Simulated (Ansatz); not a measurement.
**Ba under changes of volume**

One of the cells (62.989 Å³/atom); the others are scaled copies at fixed shape and fractional positions:

```
CELL_PARAMETERS angstrom
-2.50650 2.50650 2.50650
2.50650 -2.50650 2.50650
2.50650 2.50650 -2.50650
ATOMIC_POSITIONS crystal
Ba 0.00000 0.00000 0.00000
```

- Program: Ansatz 0.2.0
- Functional: PBE
- Potentials or basis: all-electron LAPW, scalar-relativistic
- Cutoff: 81 eV (chosen from the basis error)
- Basis error allowed: 0.0005 eV/atom
- k mesh: 8 × 8 × 8
- Occupations: fermi-dirac, width 0.05 eV
- Spin: no spin polarisation

| volume (Å³/atom) | energy over the lowest point (meV/atom) | pressure (GPa) |
| --- | --- | --- |
| 59.209 | 6.38 | 0.6 |
| 60.469 | 2.60 | 0.4 |
| 61.729 | ? | ? |
| 62.989 | 0.00 | 0.0 |
| 64.249 | 0.91 | -0.2 |
| 65.508 | 3.15 | -0.3 |
| 66.768 | 6.60 | -0.5 |

**Question.** What does the run at 61.729 Å³/atom give?

**Answer.** Energy over the lowest point 0.52 meV/atom; pressure 0.2 GPa.

Worked out: A Birch-Murnaghan fit of order 3 (a polynomial in V^(-2/3)) to the other rows has its minimum at 62.80 Å³/atom with B0 = V·E''(V) = 9.2 GPa and B' = 3.2. It gives 0.52 meV/atom at 61.729 Å³/atom, against the run's 0.52, and -dE/dV = 0.2 GPa, against 0.2.

Energies are extrapolated to zero smearing.
